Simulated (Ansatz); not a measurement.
# 3-layer In2Se2 (AA') in a perpendicular field, part 2 of 3

What dipole does a perpendicular field induce in the 3-layer In2Se2 (AA'), and does the gap follow? A positive field points along +c.

Ansatz 0.2.0; plane-wave DFT, PBE-D3(BJ), Ansatz PAW.

So far. Step 2 (Relaxing the slab): The lattice constant a goes from 4.134 to 4.030 Å.

### Step 3. Single point, field 0, start network

A sawtooth potential applies the field, turning back in the middle of the vacuum. With the dipole correction the typed value is the field outside the slab. The induced dipole is small, so the SCF threshold is tight.

The cell differs from the one that the last finished run ended in (c 74.229 → 40.157 Å).

input.yaml

```yaml
crystal:
  lattice:
    - [4.0303618575, 0.0, 0.0]
    - [-2.0151809288, 3.4903957551, 0.0]
    - [0.0, 0.0, 40.1567447341]
  atoms:
    - { symbol: Se, position: [0.3333333333, 0.6666666667, 0.2241217524] }
    - { symbol: In, position: [0.0, 0.0, 0.2563123305] }
    - { symbol: In, position: [0.0, 0.0, 0.3258999957] }
    - { symbol: Se, position: [0.3333333333, 0.6666666667, 0.3579903956] }
    - { symbol: Se, position: [0.0, 0.0, 0.4331474847] }
    - { symbol: In, position: [0.3333333333, 0.6666666667, 0.4652160521] }
    - { symbol: In, position: [0.3333333333, 0.6666666667, 0.5347839479] }
    - { symbol: Se, position: [0.0, 0.0, 0.5668525153] }
    - { symbol: Se, position: [0.3333333333, 0.6666666667, 0.6420096044] }
    - { symbol: In, position: [0.0, 0.0, 0.6741000043] }
    - { symbol: In, position: [0.0, 0.0, 0.7436876695] }
    - { symbol: Se, position: [0.3333333333, 0.6666666667, 0.7758782476] }
kpoints:
  mp_grid: { grid: [12, 12, 1] }
  band_path:
    path: [[0, 0, 0], [0.5, 0, 0], [0.33333333, 0.33333333, 0], [0, 0, 0]]
    npoints: 16
hamiltonian:
  xc: pbe
  dispersion: d3bj
scf:
  occupations: { method: fermi_dirac, width: 0.02585 }
  convergence: { dr2_threshold: 1.0e-10 }
efield:
  axis: 3
  dipole_correction: true
  ramp_position: 0.97
  ramp_width: 0.06
  amplitude: 0
output:
  dos: { projected: true, e_range: [-6, 5] }
  write_potential: true
  write_density: true
  volumetric_format: npy
  elf: true
```

Run with:

```sh
$ ansatz run input.yaml --threads 4 --pin off --max-ram 16384MiB --backend cpu --events-out ev --progress --plain --runs-dir out
```

Numbers of over 12 decimals in the logs are rounded to 6 here.

What it wrote:

```text
[...]
Crystal: 12 atoms, lattice volume = 564.907 Å³
Basis set: ecut = 420 eV, 11067 PW (Γ)
Bands: 105, of which v1, the nominal top of the filled ones, is band 87 counted from 1 (86 counted from 0)
Symmetry: 6 space group operations
k-points: 19 of 144 (time reversal used)
[...]
SCF iter   1: F=—  HF=-66410.969152 eV  |F-HF|=—  |Δ(HF+E_count)|=         —  Δρ=1.59e-3  dr2=8.58e-2  ethr=1.77e-3  p=0.000 e·Å  D=1.60e-13 V/Å  ΔV_dip=-0.00 eV  dr2_dipole=1.88e-7  V_vac-E_F(+/−)=5.24/5.24 eV  ⟨swp⟩=6.6  Hψ=8229  notcnv=0  defer=25
efield: sawtooth ramp at fractional position 0.9700 (set: `efield.ramp_position`, or a place that a band, a saddle search or an elastic batch's reference lends), width 0.0600; the density the first Hamiltonian is built on has a dipole p = 0.000 e·Å; the dipole correction subtracts the counter field D = 1.60e-13 V/Å, which shifts the + side's vacuum level by -0.00 eV against the − side's; the planar-averaged density in the ramp window peaks in size at 2.1e-5 e/Å³
[...]
SCF iter   2: F=—  HF=-66410.969734 eV  |F-HF|=—  |Δ(HF+E_count)|=   5.82e-4  Δρ=1.17e-3  dr2=1.05e-1  ethr=4.93e-5  p=0.000 e·Å  D=7.56e-5 V/Å  ΔV_dip=-0.00 eV  dr2_dipole=1.10e-6  V_vac-E_F(+/−)=4.87/4.87 eV  ⟨swp⟩=2.4  Hψ=2846  notcnv=0  defer=222
[...]
SCF iter  14: F=-66410.960368 eV  HF=-66410.960368 eV  |F-HF|=8.73e-11  |Δ(HF+E_count)|=  8.73e-11  Δρ=5.25e-8  dr2=1.37e-11  ethr=1.00e-12  p=0.000 e·Å  D=2.29e-8 V/Å  ΔV_dip=-0.00 eV  dr2_dipole=1.16e-13  V_vac-E_F(+/−)=5.08/5.08 eV  ⟨swp⟩=10.9  Hψ=6455  notcnv=0
SCF 1 converged in 14 iterations: F = -66410.960368 eV  dr2 = 1.37e-11
[...]
NSCF: frozen V_eff on 49 k-points
efield: sawtooth ramp at fractional position 0.9700 (kept from the solve that this one continues, or follows in the run), width 0.0600; the density the first Hamiltonian is built on has a dipole p = 0.000 e·Å; the dipole correction subtracts the counter field D = 2.29e-8 V/Å, which shifts the + side's vacuum level by -0.00 eV against the − side's; the planar-averaged density in the ramp window peaks in size at 1.8e-5 e/Å³
[...]
SCF converged after 14 iterations
Free energy (F): -66410.960368 eV
[...]
Internal energy: -66410.960368 eV  (E = F + TS)
E sigma→0 (E₀):  -66410.960368 eV
Fermi energy:    2.697216 eV
Dipole field:    D = -0.000000 V/Å  (p = -0.000001 e·Å, saw-weighted, corrected)
Work function:   Φ+ = 5.0754 eV   Φ− = 5.0754 eV
Levels:          The Fermi level and band energies are counted from a zero that moves with the ramp; work functions are not
[...]
--- Band table (eV; the first three rows and the last of 19) ---
  k-point 0: bands = [... 83 lower, 1.4251, 1.4251, 1.6539, 2.2014, 3.0913, 3.5949, 4.0528, 4.6354, ... 14 higher]
  k-point 1: bands = [... 83 lower, 1.3569, 1.4848, 1.8283, 2.2507, 3.5331, 3.8883, 4.2671, 4.9971, ... 14 higher]
  k-point 2: bands = [... 83 lower, 1.1764, 1.5695, 1.8717, 2.1625, 4.1749, 4.3382, 4.5383, 5.1765, ... 14 higher]
  k-point 18: bands = [... 83 lower, 0.4732, 0.7801, 0.8825, 0.9287, 4.1092, 4.3162, 4.5275, 4.8323, ... 14 higher]
```

The job ended after 1.8 min (4 threads of Arm Neoverse V1, shared host; peak memory 2.9 GiB).

This step gave:

```
dipole along the normal            : -7.80e-7 e·Å
gap along the path                 : 0.8403 eV
smallest direct gap along the path : 0.8898 eV
ionisation energy, upper face      : 5.522 eV
electron affinity, upper face      : 4.681 eV
gap, the smaller of path and mesh  : 0.8403 eV
```

Running mean over a fixed 2.5 Å (it still follows the layers) of the planar mean; the ramp of the sawtooth is left out. Electron's electrostatic potential energy less the Fermi level against z:

```csv
z (Å),electron's electrostatic potential energy less the Fermi level (eV)
4,5.08
5,5.07
6,5.04
7,4.48
8,1.71
9,-2.75
10,-4.82
11,-2.60
12,-1.96
13,-4.21
14,-4.32
15,-0.0303
16,1.51
17,-1.04
18,-4.86
19,-3.68
20,-1.84
21,-3.26
22,-4.98
23,-1.75
24,1.42
25,0.552
26,-3.76
27,-4.52
28,-2.16
29,-2.25
30,-4.60
31,-3.44
32,1.12
33,4.17
34,5.03
35,5.07
36,5.08
```

The density of states has structure finer than the step of the table below, so its rows give means over 0.25 eV, whole bins alone (the curve runs from -6 to 2.38 eV). Peaks (eV: height): -5.530: 17.5, -3.550: 19.1, -2.580: 17.9, -2.280: 22.0, -2.170: 20.6, -2.060: 19.1, 1.880: 19.8.

Table of density of states by energy, zero at the Fermi level of the run, which the smearing sets inside the gap; means over each step:

| energy (eV) | density of states (states/eV a cell) |
| --- | --- |
| -5.75 | 1.96 |
| -5.50 | 8.52 |
| -5.25 | 3.40 |
| -5.00 | 2.42 |
| -4.75 | 2.06 |
| -4.50 | 2.10 |
| -4.25 | 2.44 |
| -4.00 | 2.37 |
| -3.75 | 8.20 |
| -3.50 | 8.46 |
| -3.25 | 7.73 |
| -3.00 | 10.1 |
| -2.75 | 11.2 |
| -2.50 | 13.9 |
| -2.25 | 16.4 |
| -2.00 | 12.5 |
| -1.75 | 9.88 |
| -1.50 | 8.10 |
| -1.25 | 5.36 |
| -1.00 | 4.04 |
| -0.75 | 1.95 |
| -0.50 | 1.09 |
| -0.25 | 0 |
| 0.00 | 0 |
| 0.25 | 2.5e-5 |
| 0.50 | 0.0457 |
| 0.75 | 0.146 |
| 1.00 | 0.365 |
| 1.25 | 2.50 |
| 1.50 | 6.67 |
| 1.75 | 14.6 |
| 2.00 | 12.6 |
| 2.25 | 6.42 |

Projected DOS per atom over height of the atomic layer and energy from the Fermi level. Layers: Se In In Se Se In In Se Se In In Se from below.

Ten even steps from '_' (0.00 states/eV) to '@' (2.37 states/eV), each cell a mean:
```
::----::::----::::----::
==++++----++++----++++==
....::....::::....::....
________________________
________________________
________________________
________________________
________________________
..____..________..____..
::....::::....::::....::
==::..====....====..::==
**..::####::::####::..**
@@::::%%##::::##%%::::@@
**::..++++....++++..::**
--....--==....==--....--
--::::==--....--==::::--
..__..::::....::::..__..
..____....____....____..
________________________
..____....____....____..
::::::::::....::::::::::
________________________
```
Columns: height of the atomic layer (Å) from 9 to 31.2 (not evenly spaced); rows upwards: energy from the Fermi level (eV) from -5.96 to 2.32.

Electronic bands along the path, in eV, zero at the Fermi level of the run, which the smearing sets inside the gap:

```csv
point,band 84,band 85,band 86,band 87,band 88,band 89,band 90,band 91
Γ,-1.27,-1.27,-1.04,-0.50,0.39,0.90,1.36,1.94
halfway,-1.75,-1.10,-0.95,-0.85,1.74,1.76,1.84,1.89
M,-2.16,-2.12,-1.86,-1.62,1.07,1.13,1.38,1.39
halfway,-2.17,-2.03,-1.81,-1.62,1.62,1.67,1.74,1.78
K,-2.22,-1.92,-1.81,-1.77,1.41,1.62,1.83,2.14
halfway,-2.08,-1.07,-1.02,-1.00,1.98,2.08,2.18,2.31
Γ,-1.27,-1.27,-1.04,-0.50,0.39,0.90,1.36,1.94
```

ELF in the ca plane at fractional y = 0.667, with atoms of Se and In within 0.2 Å of it. It is the smooth field of the valence electrons, not physical close to the nuclei.

Values, 6 rows by 16 columns, each cell a mean:
```
0.00 0.00 0.00 0.00 0.00 0.01 0.08 0.20 0.20 0.31 0.39 0.22 0.22 0.11 0.16 0.65
0.00 0.00 0.00 0.00 0.00 0.03 0.19 0.34 0.24 0.29 0.35 0.22 0.32 0.23 0.13 0.61
0.00 0.00 0.00 0.00 0.03 0.30 0.72 0.76 0.56 0.17 0.13 0.37 0.73 0.74 0.17 0.25
0.00 0.00 0.00 0.00 0.06 0.49 0.84 0.43 0.65 0.15 0.04 0.48 0.50 0.72 0.38 0.09
0.00 0.00 0.00 0.00 0.06 0.46 0.83 0.57 0.65 0.15 0.05 0.47 0.60 0.76 0.34 0.11
0.00 0.00 0.00 0.00 0.02 0.20 0.61 0.71 0.47 0.20 0.19 0.31 0.66 0.64 0.12 0.36
```
Columns run along c (16.0 Å, from fractional 0.04 to 0.44 of the cell), rows up along a (4.0 Å). Atoms in or near the plane, at fractional coordinates: Se at (0.22, 0.33), Se at (0.36, 0.33).

Electrostatic potential energy in the ca plane at fractional y = 0.667, with atoms of Se and In within 0.2 Å of it. With pseudopotentials it is smooth inside the atoms' cores, unlike the true potential.

Ten even steps from '0' (-16 eV) to '9' (8 eV), each cell a mean:
```
99999999999999999999887667788876678899999987
99999999999999999999887656788765578899999877
99999999999999999999887666788876678899999887
99999999999999999998777777888877777789999988
99999999999999999974236788899888763247899998
99999999999999999830101689999998710102799998
99999999999999999702430489999998503420699987
99999999999999999602530489999998503430699987
99999999999999999820101689999998610102799998
99999999999999999973125788899888752136899998
99999999999999999988777777888887777788999988
```
Columns run along c (16.0 Å, from fractional 0.04 to 0.44 of the cell; values clipped at the 3rd and 97th percentile), rows up along a (4.0 Å). Atoms in or near the plane, at fractional coordinates: Se at (0.22, 0.33), Se at (0.36, 0.33).

Valence density in the ca plane at fractional y = 0.667, with atoms of Se and In within 0.2 Å of it. It is the smooth field of the valence electrons, not physical close to the nuclei.

Ten steps, logarithmic in the rise over the least value, from '0' (0 e/Å³) to '9' (29 e/Å³), each cell a mean:
```
00000000000000000000000110000001110000000011
00000000000000000000000111000001100000000011
00000000000000000000000110000001100000000011
00000000000000000001111100000000111110000001
00000000000000000012221100000000112221000000
00000000000000000124652100000000125642100000
00000000000000000137984210000000148973100000
00000000000000000137984210000000148983100000
00000000000000000124653100000000125652100000
00000000000000000012222100000000122221000000
00000000000000000001111100000000111110000001
```
Columns run along c (16.0 Å, from fractional 0.04 to 0.44 of the cell), rows up along a (4.0 Å). Atoms in or near the plane, at fractional coordinates: Se at (0.22, 0.33), Se at (0.36, 0.33).

The gap is 0.84 eV, with the valence edge 5.52 eV and the conduction edge 4.68 eV under the upper vacuum level.

### Step 4. Single point, field 0.05 V/Å

input.yaml, as its differences from that of step 3:

```diff
@@ -34,5 +34,4 @@
   ramp_width: 0.06
-  amplitude: 0
+  amplitude: 0.05
 output:
-  dos: { projected: true, e_range: [-6, 5] }
   write_potential: true
@@ -40,2 +39 @@
   volumetric_format: npy
-  elf: true
```

What it wrote:

```text
[...]
Crystal: 12 atoms, lattice volume = 564.907 Å³
Basis set: ecut = 420 eV, 11067 PW (Γ)
Bands: 105, of which v1, the nominal top of the filled ones, is band 87 counted from 1 (86 counted from 0)
Symmetry: 6 space group operations
k-points: 19 of 144 (time reversal used)
[...]
k-point 0: bands = [... 83 lower, 1.4518, 1.4518, 1.6540, 2.2030, 3.0892, 3.5951, 4.0544, 4.5984, ... 14 higher]
  k-point 1: bands = [... 83 lower, 1.3809, 1.4823, 1.8289, 2.2530, 3.5293, 3.8892, 4.2696, 4.9575, ... 14 higher]
  k-point 2: bands = [... 83 lower, 1.1966, 1.5655, 1.8723, 2.1660, 4.1667, 4.3402, 4.5440, 5.1661, ... 14 higher]
  k-point 18: bands = [... 83 lower, 0.4892, 0.7660, 0.8974, 0.9299, 4.1038, 4.3150, 4.5338, 4.8083, ... 14 higher]
[key lines of the parts left out:]
SCF converged after 18 iterations
Free energy (F): -66410.962514 eV
Fermi energy:    2.697435 eV
Dipole field:    D = 0.027502 V/Å  (p = 0.085858 e·Å, saw-weighted, corrected)
```

Run time: 1.9 min. Hardware: 4 threads; peak memory 2.5 GiB; 7.6 min of CPU time.

The dipole is 0.0859 e·Å, and the gap 0.836 eV.

### Step 5. Single point, field -0.05 V/Å

input.yaml, as its differences from that of step 4:

```diff
@@ -34,3 +34,3 @@
   ramp_width: 0.06
-  amplitude: 0.05
+  amplitude: -0.05
 output:
```

What it wrote:

```text
[...]
Crystal: 12 atoms, lattice volume = 564.907 Å³
Basis set: ecut = 420 eV, 11067 PW (Γ)
Bands: 105, of which v1, the nominal top of the filled ones, is band 87 counted from 1 (86 counted from 0)
Symmetry: 6 space group operations
k-points: 19 of 144 (time reversal used)
[...]
k-point 0: bands = [... 83 lower, 1.4518, 1.4518, 1.6540, 2.2030, 3.0892, 3.5951, 4.0544, 4.5984, ... 14 higher]
  k-point 1: bands = [... 83 lower, 1.3809, 1.4823, 1.8289, 2.2530, 3.5293, 3.8892, 4.2696, 4.9575, ... 14 higher]
  k-point 2: bands = [... 83 lower, 1.1966, 1.5655, 1.8723, 2.1660, 4.1667, 4.3402, 4.5440, 5.1661, ... 14 higher]
  k-point 18: bands = [... 83 lower, 0.4892, 0.7660, 0.8974, 0.9299, 4.1038, 4.3150, 4.5338, 4.8083, ... 14 higher]
[key lines of the parts left out:]
SCF converged after 18 iterations
Free energy (F): -66410.962514 eV
Fermi energy:    2.697435 eV
Dipole field:    D = -0.027503 V/Å  (p = -0.085860 e·Å, saw-weighted, corrected)
```

Elapsed: 1.9 min, on 4 threads; peak memory 2.5 GiB.

The dipole is -0.0859 e·Å, and the gap 0.836 eV.

### Step 6. Single point, field 0.1 V/Å

input.yaml, as its differences from that of step 5:

```diff
@@ -34,3 +34,3 @@
   ramp_width: 0.06
-  amplitude: -0.05
+  amplitude: 0.1
 output:
```

What it wrote:

```text
[...]
Crystal: 12 atoms, lattice volume = 564.907 Å³
Basis set: ecut = 420 eV, 11067 PW (Γ)
Bands: 105, of which v1, the nominal top of the filled ones, is band 87 counted from 1 (86 counted from 0)
Symmetry: 6 space group operations
k-points: 19 of 144 (time reversal used)
[...]
k-point 0: bands = [... 83 lower, 1.4974, 1.4974, 1.6542, 2.2076, 3.0831, 3.5955, 4.0592, 4.5529, ... 14 higher]
  k-point 1: bands = [... 83 lower, 1.4239, 1.4751, 1.8308, 2.2600, 3.5181, 3.8917, 4.2771, 4.9096, ... 14 higher]
  k-point 2: bands = [... 83 lower, 1.2354, 1.5538, 1.8738, 2.1763, 4.1446, 4.3446, 4.5604, 5.1392, ... 14 higher]
  k-point 18: bands = [... 83 lower, 0.5237, 0.7364, 0.9299, 0.9335, 4.0881, 4.3122, 4.5513, 4.7653, ... 14 higher]
[key lines of the parts left out:]
SCF converged after 18 iterations
Free energy (F): -66410.968954 eV
Fermi energy:    2.698095 eV
Dipole field:    D = 0.055010 V/Å  (p = 0.171734 e·Å, saw-weighted, corrected)
```

Wall time 1.9 min (4 threads); peak memory 2.5 GiB.

The dipole is 0.172 e·Å, and the gap 0.822 eV.

### Step 7. Atoms held, field -0.1 V/Å

input.yaml, as its differences from that of step 6:

```diff
@@ -34,3 +34,3 @@
   ramp_width: 0.06
-  amplitude: 0.1
+  amplitude: -0.1
 output:
```

What it wrote:

```text
[...]
Crystal: 12 atoms, lattice volume = 564.907 Å³
Basis set: ecut = 420 eV, 11067 PW (Γ)
Bands: 105, of which v1, the nominal top of the filled ones, is band 87 counted from 1 (86 counted from 0)
Symmetry: 6 space group operations
k-points: 19 of 144 (time reversal used)
[...]
k-point 0: bands = [... 83 lower, 1.4974, 1.4974, 1.6542, 2.2076, 3.0831, 3.5955, 4.0592, 4.5529, ... 14 higher]
  k-point 1: bands = [... 83 lower, 1.4239, 1.4751, 1.8308, 2.2600, 3.5181, 3.8917, 4.2771, 4.9096, ... 14 higher]
  k-point 2: bands = [... 83 lower, 1.2354, 1.5538, 1.8738, 2.1763, 4.1446, 4.3446, 4.5604, 5.1392, ... 14 higher]
  k-point 18: bands = [... 83 lower, 0.5237, 0.7364, 0.9299, 0.9335, 4.0881, 4.3122, 4.5513, 4.7653, ... 14 higher]
[key lines of the parts left out:]
SCF converged after 18 iterations
Free energy (F): -66410.968954 eV
Fermi energy:    2.698095 eV
Dipole field:    D = -0.055010 V/Å  (p = -0.171734 e·Å, saw-weighted, corrected)
```

Run time: 1.9 min. Hardware: 4 threads; peak memory 2.5 GiB; 7.6 min of CPU time.

The dipole is -0.172 e·Å, and the gap 0.822 eV.

### Step 8. Single point, field 0.2 V/Å

input.yaml, as its differences from that of step 7:

```diff
@@ -34,3 +34,3 @@
   ramp_width: 0.06
-  amplitude: -0.1
+  amplitude: 0.2
 output:
```

What it wrote:

```text
[...]
Crystal: 12 atoms, lattice volume = 564.907 Å³
Basis set: ecut = 420 eV, 11067 PW (Γ)
Bands: 105, of which v1, the nominal top of the filled ones, is band 87 counted from 1 (86 counted from 0)
Symmetry: 6 space group operations
k-points: 19 of 144 (time reversal used)
[...]
k-point 0: bands = [... 83 lower, 1.6026, 1.6026, 1.6544, 2.2252, 3.0602, 3.5968, 4.0774, 4.4631, ... 14 higher]
  k-point 1: bands = [... 83 lower, 1.4493, 1.5260, 1.8371, 2.2865, 3.4774, 3.8992, 4.3056, 4.8141, ... 14 higher]
  k-point 2: bands = [... 83 lower, 1.3312, 1.5121, 1.8785, 2.2146, 4.0753, 4.3520, 4.6164, 5.0616, ... 14 higher]
  k-point 18: bands = [... 83 lower, 0.6045, 0.6687, 0.9489, 1.0088, 4.0331, 4.3052, 4.6092, 4.6708, ... 14 higher]
[key lines of the parts left out:]
SCF converged after 17 iterations
Free energy (F): -66410.994720 eV
Fermi energy:    2.700801 eV
Dipole field:    D = 0.110072 V/Å  (p = 0.343631 e·Å, saw-weighted, corrected)
```

It took 1.9 min on 4 threads; peak memory 2.5 GiB.

The dipole is 0.344 e·Å, and the gap 0.772 eV.

### Step 9. Single point, field -0.2 V/Å

input.yaml, as its differences from that of step 8:

```diff
@@ -34,3 +34,3 @@
   ramp_width: 0.06
-  amplitude: 0.2
+  amplitude: -0.2
 output:
```

What it wrote:

```text
[...]
Crystal: 12 atoms, lattice volume = 564.907 Å³
Basis set: ecut = 420 eV, 11067 PW (Γ)
Bands: 105, of which v1, the nominal top of the filled ones, is band 87 counted from 1 (86 counted from 0)
Symmetry: 6 space group operations
k-points: 19 of 144 (time reversal used)
[...]
k-point 0: bands = [... 83 lower, 1.6026, 1.6026, 1.6544, 2.2252, 3.0602, 3.5968, 4.0774, 4.4631, ... 14 higher]
  k-point 1: bands = [... 83 lower, 1.4493, 1.5260, 1.8371, 2.2865, 3.4774, 3.8992, 4.3056, 4.8141, ... 14 higher]
  k-point 2: bands = [... 83 lower, 1.3312, 1.5121, 1.8785, 2.2146, 4.0753, 4.3520, 4.6164, 5.0616, ... 14 higher]
  k-point 18: bands = [... 83 lower, 0.6045, 0.6687, 0.9489, 1.0088, 4.0331, 4.3052, 4.6092, 4.6708, ... 14 higher]
[key lines of the parts left out:]
SCF converged after 17 iterations
Free energy (F): -66410.994720 eV
Fermi energy:    2.700801 eV
Dipole field:    D = -0.110072 V/Å  (p = -0.343630 e·Å, saw-weighted, corrected)
```

It took 1.9 min on 4 threads; peak memory 2.5 GiB; 7.7 min of CPU time.

The dipole is -0.344 e·Å, and the gap 0.772 eV.

### Step 10. Atoms held, field 0.3 V/Å

input.yaml, as its differences from that of step 9:

```diff
@@ -34,3 +34,3 @@
   ramp_width: 0.06
-  amplitude: -0.2
+  amplitude: 0.3
 output:
```

What it wrote:

```text
[...]
Crystal: 12 atoms, lattice volume = 564.907 Å³
Basis set: ecut = 420 eV, 11067 PW (Γ)
Bands: 105, of which v1, the nominal top of the filled ones, is band 87 counted from 1 (86 counted from 0)
Symmetry: 6 space group operations
k-points: 19 of 144 (time reversal used)
[...]
k-point 0: bands = [... 83 lower, 1.6534, 1.7110, 1.7110, 2.2514, 3.0259, 3.5978, 4.1032, 4.3785, ... 14 higher]
  k-point 1: bands = [... 83 lower, 1.4987, 1.6331, 1.8450, 2.3266, 3.4193, 3.9062, 4.3483, 4.7210, ... 14 higher]
  k-point 2: bands = [... 83 lower, 1.4350, 1.4545, 1.8830, 2.2699, 3.9908, 4.3539, 4.6885, 4.9738, ... 14 higher]
  k-point 18: bands = [... 83 lower, 0.6049, 0.6817, 0.9773, 1.0922, 3.9592, 4.2989, 4.5747, 4.6825, ... 14 higher]
[key lines of the parts left out:]
SCF converged after 20 iterations
Free energy (F): -66411.037691 eV
Fermi energy:    2.705448 eV
Dipole field:    D = 0.165242 V/Å  (p = 0.515865 e·Å, saw-weighted, corrected)
```

The job ended after 2.1 min (4 threads; peak memory 2.5 GiB; 8.2 min of CPU time).

The dipole is 0.516 e·Å, and the gap 0.695 eV.

(Continued in part 3 of 3.)

[Logs are printed without paths, hosts, clocks, repeated set-up lines and the standing remarks that a program may print on its own settings, such as how far it seeks lower states.]

[Hosts, paths, dates, database ids (printed as entryN), source tags and the programs' standing remarks are cut or masked in the printed files.]

[Maps of the electrostatic potential energy from Ansatz leave out the sawtooth potential of an applied field or a dipole correction, so their vacuum need not be flat; planar profiles and work functions include it.]

[The density of states shown here was stored with 400 of the rows of the run's finer table, so its peaks can read low, often by over a quarter, or be missed, and its means over a window can be off by a tenth or more.]
